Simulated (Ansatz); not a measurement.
LaAlO3 in space group R-3c (No. 167; La on 6a, Al on 6b, O on 18e) at seven volumes, plane-wave PAW PBE (Ansatz code), shape and atoms relaxed at each. One row is withheld.

```csv
V (Å³/atom),P (GPa)
10.156,20.75
10.490,12.70
10.825,?
11.160,0.00
11.495,-4.98
11.830,-9.27
12.164,-12.85
```

Fit the shown pressures and predict the withheld one.

Third-order Birch–Murnaghan: P = (3/2)B₀(x^(7/2) − x^(5/2))[1 + (3/4)(B′ − 4)(x − 1)] with x = (V₀/V)^(2/3). Least squares on the six rows gives V₀ = 11.160 Å³/atom, B₀ = 179.6 GPa, B′ = 4.31. At V = 10.825, x = 1.0205 and P = 5.85 GPa. The run itself gave 5.84 GPa.

The PBE relaxation kept the symmetry of its start. Spin–orbit coupling is left out wherever it is not named.

Potentials: the later of the program's two PAW sets.
